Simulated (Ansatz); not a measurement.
# C: stacking energies as a chain of layer couplings

All numbers below come from Ansatz, DFT PBEsol, scalar-relativistic, plane waves, PAW.

Cutoff 420 eV, Γ-centred meshes of like density (12×12×4 for the 6-atom cell), Gaussian smearing of 0.02 eV, energies at zero smearing and 0 K, each start's symmetry kept, no spin polarisation.

Close-packed stackings of C (double layers of a tetrahedral net) were relaxed in cell and atoms. Energies are per layer, over the stacking AB. Give each step between layers a spin, σ = +1 for A→B, B→C, C→A and −1 for the reverse, and write the energy per layer as E = E₀ − J₁⟨σᵢσᵢ₊₁⟩ − J₂⟨σᵢσᵢ₊₂⟩.

```csv
stacking,⟨σᵢσᵢ₊₁⟩,⟨σᵢσᵢ₊₂⟩,E − E(AB) (meV/layer)
AB,-1,1,0
ABC,1,1,-47.6
ABCB,0,-1,-30.6
ABCACB,0.333,-0.333,-36.7
ABCBACAC,0,0,-27.2
ABCABABC,0.5,0.5,-37.1
```

Q: Fit J₁ and J₂, and predict the energy of ABACB.

A: Over AB the model reads ΔE = −J₁(⟨σᵢσᵢ₊₁⟩ + 1) − J₂(⟨σᵢσᵢ₊₂⟩ − 1). Least squares on the 5 rows under AB gives J₁ = 23.76 and J₂ = -3.48 meV, with a residual of 0.22 meV rms. For ABACB the averages are 0.2 and 0.2, so ΔE = -31.3 meV a layer; the calculation gives -31.1. The two couplings carry this family well.

Q: Which of AB, ABC, ABAC and ABCACB does the model put lowest, and what do isolated faults cost in ABC stacking?

A: Over AB the four lie at 0, −2J₁, −J₁ + 2J₂ and (4/3)(J₂ − J₁): AB 0.0, ABC -47.5, ABAC -30.7, ABCACB -36.3 meV a layer, so ABC is lowest. A fault turns some spins; counting the pairs that change sign and dividing by the area of a layer's cell, (√3/2)a² = 5.45 Å² with the cells' mean a = 2.508 Å (1 meV/Å² = 16.02 mJ/m²): intrinsic stacking fault 4(J₁ + J₂) = 81.1 meV, 239 mJ/m²; extrinsic fault 4(J₁ + 2J₂) = 67.2 meV, 198 mJ/m²; twin boundary 2(J₁ + 2J₂) = 33.6 meV, 99 mJ/m². These are model values: no fault cell was computed here.

Diamond stacking, ABC, is the lowest of the stackings computed and lonsdaleite, AB, the highest, and the energy falls throughout as more neighbouring steps run the same way. Each reversal of step turns the bonds on either side of an interlayer C–C bond from staggered to eclipsed and brings in boat-shaped rings. The short, stiff bonds of carbon make the resulting repulsion between bond pairs costly, and a nonpolar lattice has no ionic attraction to offset it.

The smaller, negative J₂ means that eclipsed layers also repel one another when adjacent. ABCB and ABCBACAC show this directly: they have the same share of reversals, yet ABCB, where these are evenly spaced, lies lower at -30.6 against -27.2 meV a layer. The same effect explains why the model makes the intrinsic fault, with two adjacent reversals, dearer than the extrinsic one, where they are separated. The ranking holds among tetrahedral stackings only and says nothing about their stability against graphite.
